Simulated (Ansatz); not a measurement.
Ansatz input file:

```yaml
crystal:
  lattice:
    - [4.6255804275, 0.0, 0.0]
    - [0.0, 4.6255804275, 0.0]
    - [0.0, 0.0, 28.0831171487]
  atoms:
    - { symbol: Sn, position: [0.0, 0.5, 0.2670643704] }
    - { symbol: Sn, position: [0.0, 0.0, 0.3252982778] }
    - { symbol: Sn, position: [0.5, 0.0, 0.3835321852] }
    - { symbol: Sn, position: [0.5, 0.5, 0.4417660926] }
    - { symbol: Sn, position: [0.0, 0.5, 0.5] }
    - { symbol: Sn, position: [0.0, 0.0, 0.5582339074] }
    - { symbol: Sn, position: [0.5, 0.0, 0.6164678148] }
    - { symbol: Sn, position: [0.5, 0.5, 0.6747017222] }
    - { symbol: Sn, position: [0.0, 0.5, 0.7329356296] }
basis:
  ecutwfc: 420
kpoints:
  mp_grid: { grid: [8, 8, 1] }
hamiltonian:
  xc: pbesol
scf:
  occupations: { method: gaussian, width: 0.1 }
output:
  forces: true
  eigenvalues: true
relax:
  adjacent_minimum: "off"
  f_tol: 0.02
  max_steps: 60
efield:
  axis: 3
  dipole_correction: true
  ramp_width: 0.04
```

Command:
```bash
ansatz run input.yaml --threads 1 --pin off --max-ram 2560MiB --backend cpu --events-out ev --progress --plain --runs-dir out
```

Theory: Ansatz 0.2.0, DFT PBEsol, scalar-relativistic, plane waves, PAW.

From the run's log, abridged:

```
Pseudopotentials: kind: paw
Pseudopotential: Sn, paw, valence charge 14, recommended cutoff 420 eV (normal)
Functional definition: PBEsol
Crystal: 9 atoms, lattice volume = 600.866 Å³
Basis set: ecut = 420 eV, 11701 PW (Γ), exchange–correlation on 64×64×384 points (8 copies of the dense FFT grid, shifted against one another)
Bands: 76, of which v1, the nominal top of the filled ones, is band 63 counted from 1 (62 counted from 0)
Symmetry: 4 space group operations
k-points: 25 of 64
Initial density: superposition of atomic densities (neutral atoms: chi_scale 0, normalization atom), corrected by the library's trained network
Initial wavefunctions: pseudopotential atomic-orbital guess
Functional: x = pbesol(κ = 0.804, μ = 0.12345679), c = pbesol(β = 0.046)
SCF iter   1: F=—  HF=-53545.026424 eV  |F-HF|=—  |Δ(HF+E_count)|=         —  Δρ=2.57e-3  dr2=9.66e-2  ethr=1.77e-3  p=0.000 e·Å  D=1.21e-13 V/Å  ΔV_dip= 0.00 eV  dr2_dipole=6.76e-8  V_vac-E_F(+/−)=4.74/4.74 eV  ⟨swp⟩=7.1  Hψ=7595  notcnv=0  defer=11
efield: sawtooth ramp at fractional position 0.9800 (placed from the atoms, in the widest stretch of the axis that holds none; the zero of the levels goes with the place), width 0.0400; the density the first Hamiltonian is built on has a dipole p = 0.000 e·Å; the dipole correction subtracts the counter field D = 1.21e-13 V/Å, which shifts the + side's vacuum level by  0.00 eV against the − side's; the planar-averaged density in the ramp window peaks in size at 7.8e-6 e/Å³
SCF iter   2: F=—  HF=-53545.011391 eV  |F-HF|=—  |Δ(HF+E_count)|=   1.50e-2  Δρ=1.38e-3  dr2=2.22e-2  ethr=7.67e-5  p=0.000 e·Å  D=4.09e-6 V/Å  ΔV_dip= 0.00 eV  dr2_dipole=1.14e-7  V_vac-E_F(+/−)=4.72/4.72 eV  ⟨swp⟩=2.0  Hψ=3955  notcnv=0  defer=145
SCF iter   3: F=—  HF=-53545.007969 eV  |F-HF|=—  |Δ(HF+E_count)|=   3.42e-3  Δρ=6.10e-4  dr2=7.84e-3  ethr=1.77e-5  p=0.000 e·Å  D=1.79e-6 V/Å  ΔV_dip= 0.00 eV  dr2_dipole=1.62e-8  V_vac-E_F(+/−)=4.70/4.70 eV  ⟨swp⟩=2.0  Hψ=3326  notcnv=0  defer=145
SCF iter   4: F=—  HF=-53545.006981 eV  |F-HF|=—  |Δ(HF+E_count)|=   9.87e-4  Δρ=2.03e-4  dr2=1.50e-3  ethr=6.22e-6  p=0.000 e·Å  D=1.00e-6 V/Å  ΔV_dip= 0.00 eV  dr2_dipole=6.61e-9  V_vac-E_F(+/−)=4.69/4.69 eV  ⟨swp⟩=3.0  Hψ=3387  notcnv=0  defer=145
SCF iter   5: F=—  HF=-53545.006878 eV  |F-HF|=—  |Δ(HF+E_count)|=   1.03e-4  Δρ=6.78e-5  dr2=1.76e-4  ethr=1.19e-6  p=0.000 e·Å  D=1.21e-7 V/Å  ΔV_dip= 0.00 eV  dr2_dipole=2.48e-9  V_vac-E_F(+/−)=4.68/4.68 eV  ⟨swp⟩=2.0  Hψ=1874  notcnv=0  defer=145
SCF iter   6: F=-53545.006865 eV  HF=-53545.006871 eV  |F-HF|=5.46e-6  |Δ(HF+E_count)|=   7.45e-6  Δρ=2.64e-5  dr2=9.32e-6  ethr=7.94e-9  p= 0.000 e·Å  D=-1.16e-7 V/Å  ΔV_dip=0.00 eV  dr2_dipole=5.51e-10  V_vac-E_F(+/−)=4.67/4.67 eV  ⟨swp⟩=13.4  Hψ=10856  notcnv=0
SCF 1 converged in 6 iterations: F = -53545.006865 eV  dr2 = 9.32e-6
relax step   1: F+E_penalty+E_count = -53545.00686544 eV  Δ(F+E_penalty+E_count) = +0.000e0 eV  max|allowed force component| = 1.547e-1 eV/Å  Δτ_max = 0.0000 Å  (6 SCF iters, dr2 threshold 1.00e-5 eV, accepted)
Initial density: handed on by an earlier stage of this run
Initial wavefunctions: those handed on with the density
SCF iter   1: F=—  HF=-53545.012716 eV  |F-HF|=—  |Δ(HF+E_count)|=         —  Δρ=7.28e-4  dr2=7.18e-3  ethr=5.41e-6  p= 0.000 e·Å  D=-1.16e-7 V/Å  ΔV_dip=0.00 eV  dr2_dipole=7.21e-10  V_vac-E_F(+/−)=4.67/4.67 eV  ⟨swp⟩=2.1  Hψ=5375  notcnv=0  defer=141
efield: sawtooth ramp at fractional position 0.9800 (handed on by an earlier solve), width 0.0400; the density the first Hamiltonian is built on has a dipole p =  0.000 e·Å; the dipole correction subtracts the counter field D = -1.16e-7 V/Å, which shifts the + side's vacuum level by +0.00 eV against the − side's; the planar-averaged density in the ramp window peaks in size at 2.6e-7 e/Å³
SCF iter   2: F=—  HF=-53545.011834 eV  |F-HF|=—  |Δ(HF+E_count)|=   8.82e-4  Δρ=2.26e-4  dr2=1.02e-3  ethr=5.41e-6  p= 0.000 e·Å  D=-1.93e-7 V/Å  ΔV_dip=0.00 eV  dr2_dipole=2.94e-13  V_vac-E_F(+/−)=4.67/4.67 eV  ⟨swp⟩=2.1  Hψ=2730  notcnv=0  defer=141
SCF iter   3: F=—  HF=-53545.012063 eV  |F-HF|=—  |Δ(HF+E_count)|=   2.29e-4  Δρ=1.91e-4  dr2=5.73e-4  ethr=8.13e-7  p= 0.000 e·Å  D=-1.42e-8 V/Å  ΔV_dip=0.00 eV  dr2_dipole=3.62e-13  V_vac-E_F(+/−)=4.67/4.67 eV  ⟨swp⟩=2.0  Hψ=3019  notcnv=0  defer=141
SCF iter   4: F=—  HF=-53545.011956 eV  |F-HF|=—  |Δ(HF+E_count)|=   1.07e-4  Δρ=4.67e-5  dr2=8.42e-5  ethr=4.55e-7  p= 0.000 e·Å  D=-2.37e-8 V/Å  ΔV_dip=0.00 eV  dr2_dipole=5.39e-12  V_vac-E_F(+/−)=4.67/4.67 eV  ⟨swp⟩=2.0  Hψ=3021  notcnv=0  defer=141
SCF iter   5: F=—  HF=-53545.011954 eV  |F-HF|=—  |Δ(HF+E_count)|=   2.16e-6  Δρ=1.21e-5  dr2=3.03e-6  ethr=6.68e-8  p= 0.000 e·Å  D=-1.60e-8 V/Å  ΔV_dip=0.00 eV  dr2_dipole=3.47e-13  V_vac-E_F(+/−)=4.67/4.67 eV  ⟨swp⟩=1.9  Hψ=1941  notcnv=0  defer=141
SCF iter   6: F=-53545.011955 eV  HF=-53545.011955 eV  |F-HF|=1.74e-7  |Δ(HF+E_count)|=   1.23e-6  Δρ=5.66e-6  dr2=2.98e-7  ethr=1.19e-9  p= 0.000 e·Å  D=-5.84e-9 V/Å  ΔV_dip=0.00 eV  dr2_dipole=6.42e-14  V_vac-E_F(+/−)=4.67/4.67 eV  ⟨swp⟩=14.3  Hψ=8505  notcnv=0
SCF 2 converged in 6 iterations: F = -53545.011955 eV  dr2 = 2.98e-7
relax step   2: F+E_penalty+E_count = -53545.01195519 eV  Δ(F+E_penalty+E_count) = -5.090e-3 eV  max|allowed force component| = 9.980e-2 eV/Å  Δτ_max = 0.0493 Å  (6 SCF iters, dr2 threshold 1.50e-6 eV, accepted)
SCF iter   1: F=—  HF=-53545.013534 eV  |F-HF|=—  |Δ(HF+E_count)|=         —  Δρ=3.36e-4  dr2=8.20e-4  ethr=9.02e-6  p= 0.000 e·Å  D=-5.84e-9 V/Å  ΔV_dip=0.00 eV  dr2_dipole=1.14e-12  V_vac-E_F(+/−)=4.67/4.67 eV  ⟨swp⟩=3.2  Hψ=4358  notcnv=0  defer=142
efield: sawtooth ramp at fractional position 0.9800 (handed on by an earlier solve), width 0.0400; the density the first Hamiltonian is built on has a dipole p =  0.000 e·Å; the dipole correction subtracts the counter field D = -5.84e-9 V/Å, which shifts the + side's vacuum level by +0.00 eV against the − side's; the planar-averaged density in the ramp window peaks in size at 2.8e-7 e/Å³
SCF iter   2: F=—  HF=-53545.013436 eV  |F-HF|=—  |Δ(HF+E_count)|=   9.77e-5  Δρ=6.95e-5  dr2=1.91e-4  ethr=6.50e-7  p= 0.000 e·Å  D=-1.61e-8 V/Å  ΔV_dip=0.00 eV  dr2_dipole=1.04e-11  V_vac-E_F(+/−)=4.67/4.67 eV  ⟨swp⟩=1.8  Hψ=2314  notcnv=0  defer=142
SCF iter   3: F=—  HF=-53545.013576 eV  |F-HF|=—  |Δ(HF+E_count)|=   1.39e-4  Δρ=4.59e-5  dr2=5.35e-5  ethr=1.52e-7  p=0.000 e·Å  D=4.00e-8 V/Å  ΔV_dip= 0.00 eV  dr2_dipole=5.22e-13  V_vac-E_F(+/−)=4.67/4.67 eV  ⟨swp⟩=2.0  Hψ=3225  notcnv=0  defer=142
SCF iter   4: F=—  HF=-53545.013571 eV  |F-HF|=—  |Δ(HF+E_count)|=   4.50e-6  Δρ=2.84e-5  dr2=1.16e-5  ethr=4.25e-8  p=0.000 e·Å  D=6.70e-9 V/Å  ΔV_dip= 0.00 eV  dr2_dipole=3.20e-14  V_vac-E_F(+/−)=4.67/4.67 eV  ⟨swp⟩=2.0  Hψ=3291  notcnv=0  defer=142
SCF iter   5: F=-53545.013569 eV  HF=-53545.013569 eV  |F-HF|=1.83e-7  |Δ(HF+E_count)|=   2.30e-6  Δρ=5.08e-6  dr2=5.34e-7  ethr=4.94e-10  p=0.000 e·Å  D=1.26e-8 V/Å  ΔV_dip= 0.00 eV  dr2_dipole=5.51e-13  V_vac-E_F(+/−)=4.67/4.67 eV  ⟨swp⟩=12.3  Hψ=10548  notcnv=0
SCF 3 converged in 5 iterations: F = -53545.013569 eV  dr2 = 5.34e-7
relax step   3: F+E_penalty+E_count = -53545.01356875 eV  Δ(F+E_penalty+E_count) = -1.614e-3 eV  max|allowed force component| = 1.359e-2 eV/Å  Δτ_max = 0.0194 Å  (5 SCF iters, dr2 threshold 6.22e-7 eV, accepted)
SCF iter   1: F=—  HF=-53545.013554 eV  |F-HF|=—  |Δ(HF+E_count)|=         —  Δρ=5.08e-6  dr2=5.36e-7  ethr=4.26e-10  p=0.000 e·Å  D=1.26e-8 V/Å  ΔV_dip= 0.00 eV  dr2_dipole=2.35e-13  V_vac-E_F(+/−)=4.67/4.67 eV  ⟨swp⟩=1.0  Hψ=4600  notcnv=0
efield: sawtooth ramp at fractional position 0.9800 (handed on by an earlier solve), width 0.0400; the density the first Hamiltonian is built on has a dipole p = 0.000 e·Å; the dipole correction subtracts the counter field D = 1.26e-8 V/Å, which shifts the + side's vacuum level by  0.00 eV against the − side's; the planar-averaged density in the ramp window peaks in size at 2.6e-7 e/Å³
SCF iter   2: F=-53545.013569 eV  HF=-53545.013569 eV  |F-HF|=3.96e-8  |Δ(HF+E_count)|=   1.55e-5  Δρ=1.89e-6  dr2=6.95e-8  ethr=7.94e-11  p=0.000 e·Å  D=3.66e-9 V/Å  ΔV_dip= 0.00 eV  dr2_dipole=1.00e-13  V_vac-E_F(+/−)=4.67/4.67 eV  ⟨swp⟩=4.2  Hψ=7706  notcnv=0
SCF 4 converged in 2 iterations: F = -53545.013569 eV  dr2 = 6.95e-8
relax step   4: F+E_penalty+E_count = -53545.01356910 eV  Δ(F+E_penalty+E_count) = -3.513e-7 eV  max|allowed force component| = 1.357e-2 eV/Å  Δτ_max = 0.0000 Å  (2 SCF iters, accepted)
SCF converged after 2 iterations
Free energy (F): -53545.013569 eV
Harris-Foulkes:  -53545.013569 eV  (|F-HF|=3.96e-8)
Internal energy: -53544.971367 eV  (E = F + TS)
E sigma→0 (E₀):  -53544.992468 eV
Entropy (-TS):   -0.042202 eV (-4.689 meV/atom)
Fermi energy:    1.482580 eV
Dipole field:    D =  0.000000 V/Å  (p = -0.000001 e·Å, saw-weighted, corrected)
Work function:   Φ+ = 4.6707 eV   Φ− = 4.6707 eV
Levels:          The Fermi level and band energies are counted from a zero that moves with the ramp; work functions are not
--- Per-component energies (eV) ---
  E_band       = -1854.507990
  E_kinetic    = 1681.570346
  E_local      = -81519.504142  (includes V_loc(G=0)·N_el)
  E_nonlocal   = -273.859896
  E_hartree    = 41160.118908
  E_xc         = -3406.520401
  E_vxc        = -863.758189  (∫ρ·V_xc dr)
  E_paw        = -36589.806035  (= ΣΔE_a)
  E_vpaw       = -3199.248003  (= ΣTr[D̂ρ^β])
  E_aug_tail   = -0.000004  (compensation charges beyond the density's cutoff)
  E_efield     = 0.000000  (sawtooth field / dipole correction)
  E_vefield    = 0.000000  (∫n·V_field dr)
  E_ewald      = 25400.466298
  E_core_change = 2.563558  (= ΣΔE_core)
  E_smearing   = -0.042202  (= −TS)
--- Forces (eV/Å), atoms counted from 1 ---
  atom   1  Sn     0.00000000     0.00000000     0.00484171
  atom   2  Sn     0.00000000     0.00000000    -0.01357185
  atom   3  Sn     0.00000000     0.00000000     0.01223226
  atom   4  Sn     0.00000000     0.00000000     0.00259515
  atom   5  Sn     0.00000000     0.00000000     0.00000022
  atom   6  Sn     0.00000000     0.00000000    -0.00259605
  atom   7  Sn     0.00000000     0.00000000    -0.01223266
  atom   8  Sn     0.00000000     0.00000000     0.01357378
  atom   9  Sn     0.00000000     0.00000000    -0.00484257
--- Band table (eV; the first three rows and the last of 25) ---
  k-point 0: bands = ["-19.8987", "-19.8987", "-19.8695", "-19.8695", "-19.8512", "-19.8283", "-19.7754", "-19.7670", "-19.7594", "-19.7592", "-19.7592", "-19.7083", "-19.6841", "-19.6746", "-19.6437", "-19.6346", "-19.6345", "-19.6103", "-19.6103", "-19.5890", "-19.5816", "-19.5814", "-19.5768", "-19.5591", "-19.5591", "-19.5535", "-19.5194", "-19.5167", "-19.5108", "-19.4909", "-19.4909", "-19.4847", "-19.4794", "-19.4539", "-19.4539", "-19.3057", "-19.3056", "-19.2663", "-19.2663", "-19.2660", "-19.2659", "-19.2483", "-19.2482", "-19.1900", "-19.1900", "-8.5448", "-8.0483", "-7.3684", "-6.5116", "-5.4645", "-4.2306", "-2.8483", "-1.3959", "-0.4454", "-0.4454", "0.0096", "0.0762", "0.0762" ...
  k-point 1: bands = ["-19.9065", "-19.8992", "-19.8735", "-19.8726", "-19.8477", "-19.8184", "-19.7781", "-19.7652", "-19.7618", "-19.7534", "-19.7485", "-19.7059", "-19.6839", "-19.6702", "-19.6470", "-19.6369", "-19.6359", "-19.6098", "-19.6058", "-19.5889", "-19.5873", "-19.5815", "-19.5739", "-19.5600", "-19.5593", "-19.5541", "-19.5262", "-19.5259", "-19.5203", "-19.4872", "-19.4830", "-19.4818", "-19.4785", "-19.4541", "-19.4462", "-19.3141", "-19.3046", "-19.2684", "-19.2667", "-19.2633", "-19.2607", "-19.2580", "-19.2488", "-19.1891", "-19.1846", "-8.4483", "-7.9585", "-7.2914", "-6.4604", "-5.4461", "-4.2787", "-3.0152", "-1.7576", "-0.8223", "-0.6493", "-0.3608", "-0.1920", "0.146 ...
  k-point 2: bands = ["-19.9142", "-19.9005", "-19.8791", "-19.8742", "-19.8493", "-19.8045", "-19.7834", "-19.7638", "-19.7544", "-19.7399", "-19.7382", "-19.7020", "-19.6793", "-19.6692", "-19.6519", "-19.6373", "-19.6365", "-19.6103", "-19.6017", "-19.5956", "-19.5885", "-19.5819", "-19.5637", "-19.5623", "-19.5600", "-19.5569", "-19.5462", "-19.5398", "-19.5135", "-19.4911", "-19.4833", "-19.4730", "-19.4720", "-19.4547", "-19.4383", "-19.3195", "-19.3089", "-19.2721", "-19.2698", "-19.2684", "-19.2606", "-19.2582", "-19.2426", "-19.1872", "-19.1817", "-8.1658", "-7.7023", "-7.0907", "-6.4004", "-5.3877", "-4.4119", "-3.4847", "-2.5791", "-1.8334", "-1.1911", "-0.4186", "-0.1179", "0.337 ...
  k-point 24: bands = ["-19.9189", "-19.9108", "-19.9108", "-19.8712", "-19.8514", "-19.7714", "-19.7714", "-19.7530", "-19.7294", "-19.7294", "-19.6833", "-19.6709", "-19.6687", "-19.6544", "-19.6421", "-19.6421", "-19.6415", "-19.6411", "-19.6129", "-19.6032", "-19.6032", "-19.5879", "-19.5828", "-19.5744", "-19.5694", "-19.5694", "-19.5376", "-19.5329", "-19.5329", "-19.5173", "-19.4773", "-19.4762", "-19.4372", "-19.4372", "-19.4334", "-19.3335", "-19.3335", "-19.2765", "-19.2765", "-19.2721", "-19.2713", "-19.2423", "-19.2423", "-19.1755", "-19.1755", "-5.6947", "-5.6830", "-5.6830", "-5.6404", "-5.6118", "-5.3944", "-5.3944", "-4.8899", "-4.8888", "-1.0103", "-1.0048", "-1.0048", "-0.9 ...
--- Relaxed structure (4 steps of the walk, 4 accepted, 0 SCFs on fresh bases) ---
  F+E_penalty+E_count = -53545.01356910 eV   max|allowed force component| = 1.357e-2 eV/Å
  atoms:
    - { symbol: Sn, position: [0.0, 0.5, 0.26534544] }
    - { symbol: Sn, position: [0.0, 0.0, 0.32522811] }
    - { symbol: Sn, position: [0.5, 0.0, 0.38339706] }
    - { symbol: Sn, position: [0.5, 0.5, 0.44166663] }
    - { symbol: Sn, position: [0.0, 0.5, 0.50000000] }
    - { symbol: Sn, position: [0.0, 0.0, 0.55833336] }
    - { symbol: Sn, position: [0.5, 0.0, 0.61660293] }
    - { symbol: Sn, position: [0.5, 0.5, 0.67477187] }
    - { symbol: Sn, position: [0.0, 0.5, 0.73465455] }
```

The relaxation met its thresholds.

It took 9.1 min on 1 thread of Arm Neoverse V1 (shared host), peak memory 1.1 GiB.